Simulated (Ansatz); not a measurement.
Input, command and steps of an Ansatz relaxation.

```yaml
crystal:
  lattice:
    - [3.9175818557, 0.0, 0.0]
    - [-1.9587909278, 3.3927254084, 0.0]
    - [0.0, 0.0, 22.3712684295]
  atoms:
    - { symbol: In, position: [0.0, 0.0, 0.0] }
    - { symbol: P, position: [0.6666666667, 0.3333333333, 0.0714285714] }
    - { symbol: In, position: [0.3333333333, 0.6666666667, 0.1428571429] }
    - { symbol: P, position: [0.0, 0.0, 0.2142857143] }
    - { symbol: In, position: [0.6666666667, 0.3333333333, 0.2857142857] }
    - { symbol: P, position: [0.3333333333, 0.6666666667, 0.3571428571] }
    - { symbol: In, position: [0.0, 0.0, 0.4285714286] }
    - { symbol: P, position: [0.3333333333, 0.6666666667, 0.5] }
    - { symbol: In, position: [0.6666666667, 0.3333333333, 0.5714285714] }
    - { symbol: P, position: [0.3333333333, 0.6666666667, 0.6428571429] }
    - { symbol: In, position: [0.0, 0.0, 0.7142857143] }
    - { symbol: P, position: [0.3333333333, 0.6666666667, 0.7857142857] }
    - { symbol: In, position: [0.6666666667, 0.3333333333, 0.8571428571] }
    - { symbol: P, position: [0.3333333333, 0.6666666667, 0.9285714286] }
basis:
  ecutwfc: 420
kpoints:
  mp_grid: { grid: [12, 12, 2] }
hamiltonian:
  xc: pbe
scf:
  occupations: { method: gaussian, width: 0.1 }
output:
  forces: true
  stress: true
  eigenvalues: true
  populations: true
relax:
  adjacent_minimum: "off"
  f_tol: 0.01
  max_steps: 45
  cell: { stress_tol: 0.05 }
```

```bash
ansatz run input.yaml --threads 1 --pin off --max-ram 2560MiB --backend cpu --events-out ev --progress --plain --runs-dir out
```

Method: DFT PBE, scalar-relativistic, plane waves, PAW in Ansatz.

Of 7 frames 7 are shown, positions in Å and forces in eV/Å; the SCF threshold varies from step to step. Steps run on the plane waves of an earlier cell, with a Pulay correction in the pressure. The basis is chosen afresh for the last frame, the zero of the energies, and can be on the way; energy and pressure step there, also at an unchanged geometry.

```xyz
14
Lattice="3.9176 0.0000 0.0000 -1.9588 3.3927 0.0000 0.0000 0.0000 22.3713" Properties=species:S:1:pos:R:3:forces:R:3 pbc="T T T" step=1 free_energy_over_end_meV_per_atom=6.20 pressure_GPa=1.54
In    0.0000    0.0000    0.0000    0.0000    0.0000    0.2030
P     1.9588    1.1309    1.5979    0.0000    0.0000   -0.0630
In    0.0000    2.2618    3.1959    0.0000    0.0000    0.0000
P     0.0000    0.0000    4.7938    0.0000    0.0000    0.0630
In    1.9588    1.1309    6.3918    0.0000    0.0000   -0.2030
P     0.0000    2.2618    7.9897    0.0000    0.0000   -0.0230
In    0.0000    0.0000    9.5877    0.0000    0.0000   -0.2360
P     0.0000    2.2618   11.1856    0.0000    0.0000    0.2430
In    1.9588    1.1309   12.7836    0.0000    0.0000   -0.0320
P     0.0000    2.2618   14.3815    0.0000    0.0000    0.0000
In    0.0000    0.0000   15.9795    0.0000    0.0000    0.0320
P     0.0000    2.2618   17.5774    0.0000    0.0000   -0.2430
In    1.9588    1.1309   19.1754    0.0000    0.0000    0.2360
P     0.0000    2.2618   20.7733    0.0000    0.0000    0.0230
14
Lattice="3.9809 0.0000 0.0000 -1.9904 3.4475 0.0000 0.0000 0.0000 22.5652" Properties=species:S:1:pos:R:3:forces:R:3 pbc="T T T" step=2 free_energy_over_end_meV_per_atom=6.27 pressure_GPa=-1.24
In    0.0000    0.0000    0.1551    0.0000    0.0000   -0.1710
P     1.9904    1.1492    1.6700    0.0000    0.0000   -0.0740
In    0.0000    2.2983    3.2236    0.0000    0.0000    0.0000
P     0.0000    0.0000    4.7771    0.0000    0.0000    0.0740
In    1.9904    1.1492    6.2921    0.0000    0.0000    0.1710
P     0.0000    2.2983    7.9122    0.0000    0.0000    0.2530
In    0.0000    0.0000    9.5282    0.0000    0.0000   -0.0360
P     0.0000    2.2983   11.2689    0.0000    0.0000    0.0960
In    1.9904    1.1492   12.8791    0.0000    0.0000   -0.2030
P     0.0000    2.2983   14.5062    0.0000    0.0000    0.0000
In    0.0000    0.0000   16.1333    0.0000    0.0000    0.2030
P     0.0000    2.2983   17.7435    0.0000    0.0000   -0.0960
In    1.9904    1.1492   19.4841    0.0000    0.0000    0.0360
P     0.0000    2.2983   21.1002    0.0000    0.0000   -0.2530
14
Lattice="3.9600 0.0000 0.0000 -1.9800 3.4294 0.0000 0.0000 0.0000 22.4437" Properties=species:S:1:pos:R:3:forces:R:3 pbc="T T T" step=3 free_energy_over_end_meV_per_atom=1.39 pressure_GPa=-0.22
In    0.0000    0.0000    0.0681    0.0000    0.0000    0.0420
P     1.9800    1.1431    1.6187    0.0000    0.0000   -0.0310
In    0.0000    2.2863    3.2062    0.0000    0.0000    0.0000
P     0.0000    0.0000    4.7938    0.0000    0.0000    0.0310
In    1.9800    1.1431    6.3444    0.0000    0.0000   -0.0420
P     0.0000    2.2863    7.9593    0.0000    0.0000    0.1020
In    0.0000    0.0000    9.5466    0.0000    0.0000   -0.0850
P     0.0000    2.2863   11.2361    0.0000    0.0000    0.1210
In    1.9800    1.1431   12.8142    0.0000    0.0000   -0.0970
P     0.0000    2.2863   14.4281    0.0000    0.0000    0.0000
In    0.0000    0.0000   16.0420    0.0000    0.0000    0.0970
P     0.0000    2.2863   17.6201    0.0000    0.0000   -0.1210
In    1.9800    1.1431   19.3096    0.0000    0.0000    0.0850
P     0.0000    2.2863   20.8969    0.0000    0.0000   -0.1020
14
Lattice="3.9611 0.0000 0.0000 -1.9806 3.4304 0.0000 0.0000 0.0000 22.4284" Properties=species:S:1:pos:R:3:forces:R:3 pbc="T T T" step=4 free_energy_over_end_meV_per_atom=0.23 pressure_GPa=0.00
In    0.0000    0.0000    0.0799    0.0000    0.0000    0.0040
P     1.9806    1.1435    1.6101    0.0000    0.0000   -0.0230
In    0.0000    2.2870    3.2041    0.0000    0.0000    0.0000
P     0.0000    0.0000    4.7980    0.0000    0.0000    0.0230
In    1.9806    1.1435    6.3282    0.0000    0.0000   -0.0040
P     0.0000    2.2870    7.9942    0.0000    0.0000   -0.0140
In    0.0000    0.0000    9.5046    0.0000    0.0000    0.0460
P     0.0000    2.2870   11.3016    0.0000    0.0000   -0.0070
In    1.9806    1.1435   12.7901    0.0000    0.0000   -0.0220
P     0.0000    2.2870   14.4183    0.0000    0.0000    0.0000
In    0.0000    0.0000   16.0464    0.0000    0.0000    0.0220
P     0.0000    2.2870   17.5349    0.0000    0.0000    0.0070
In    1.9806    1.1435   19.3320    0.0000    0.0000   -0.0460
P     0.0000    2.2870   20.8424    0.0000    0.0000    0.0140
14
Lattice="3.9650 0.0000 0.0000 -1.9825 3.4338 0.0000 0.0000 0.0000 22.3853" Properties=species:S:1:pos:R:3:forces:R:3 pbc="T T T" step=5 free_energy_over_end_meV_per_atom=0.15 pressure_GPa=0.00
In    0.0000    0.0000    0.0765    0.0000    0.0000   -0.0130
P     1.9825    1.1446    1.6004    0.0000    0.0000    0.0040
In    0.0000    2.2892    3.1979    0.0000    0.0000    0.0000
P     0.0000    0.0000    4.7954    0.0000    0.0000   -0.0040
In    1.9825    1.1446    6.3193    0.0000    0.0000    0.0130
P     0.0000    2.2892    7.9826    0.0000    0.0000   -0.0060
In    0.0000    0.0000    9.4996    0.0000    0.0000   -0.0060
P     0.0000    2.2892   11.2771    0.0000    0.0000    0.0010
In    1.9825    1.1446   12.7644    0.0000    0.0000    0.0090
P     0.0000    2.2892   14.3905    0.0000    0.0000    0.0000
In    0.0000    0.0000   16.0167    0.0000    0.0000   -0.0090
P     0.0000    2.2892   17.5040    0.0000    0.0000   -0.0010
In    1.9825    1.1446   19.2815    0.0000    0.0000    0.0060
P     0.0000    2.2892   20.7985    0.0000    0.0000    0.0060
14
Lattice="3.9653 0.0000 0.0000 -1.9826 3.4340 0.0000 0.0000 0.0000 22.3797" Properties=species:S:1:pos:R:3:forces:R:3 pbc="T T T" step=6 free_energy_over_end_meV_per_atom=0.15 pressure_GPa=0.00
In    0.0000    0.0000    0.0741    0.0000    0.0000    0.0040
P     1.9826    1.1447    1.6006    0.0000    0.0000   -0.0020
In    0.0000    2.2894    3.1971    0.0000    0.0000    0.0000
P     0.0000    0.0000    4.7936    0.0000    0.0000    0.0020
In    1.9826    1.1447    6.3202    0.0000    0.0000   -0.0040
P     0.0000    2.2894    7.9786    0.0000    0.0000    0.0020
In    0.0000    0.0000    9.4965    0.0000    0.0000    0.0010
P     0.0000    2.2894   11.2752    0.0000    0.0000   -0.0020
In    1.9826    1.1447   12.7622    0.0000    0.0000    0.0010
P     0.0000    2.2894   14.3870    0.0000    0.0000    0.0000
In    0.0000    0.0000   16.0117    0.0000    0.0000   -0.0010
P     0.0000    2.2894   17.4988    0.0000    0.0000    0.0020
In    1.9826    1.1447   19.2774    0.0000    0.0000   -0.0010
P     0.0000    2.2894   20.7953    0.0000    0.0000   -0.0020
14
Lattice="3.9653 0.0000 0.0000 -1.9826 3.4340 0.0000 0.0000 0.0000 22.3797" Properties=species:S:1:pos:R:3:forces:R:3 pbc="T T T" step=7 free_energy_over_end_meV_per_atom=0.00 pressure_GPa=0.00
In    0.0000    0.0000    0.0741    0.0000    0.0000    0.0040
P     1.9826    1.1447    1.6006    0.0000    0.0000   -0.0020
In    0.0000    2.2894    3.1971    0.0000    0.0000    0.0000
P     0.0000    0.0000    4.7936    0.0000    0.0000    0.0020
In    1.9826    1.1447    6.3202    0.0000    0.0000   -0.0040
P     0.0000    2.2894    7.9786    0.0000    0.0000    0.0020
In    0.0000    0.0000    9.4965    0.0000    0.0000    0.0010
P     0.0000    2.2894   11.2752    0.0000    0.0000   -0.0020
In    1.9826    1.1447   12.7622    0.0000    0.0000    0.0010
P     0.0000    2.2894   14.3870    0.0000    0.0000    0.0000
In    0.0000    0.0000   16.0117    0.0000    0.0000   -0.0010
P     0.0000    2.2894   17.4988    0.0000    0.0000    0.0020
In    1.9826    1.1447   19.2774    0.0000    0.0000   -0.0010
P     0.0000    2.2894   20.7953    0.0000    0.0000   -0.0020
```

It took 13 min on 1 thread of Intel(R) Xeon(R) Processor @ 2.50GHz (Skylake/Cascade Lake), on a shared host, peak memory 0.93 GiB.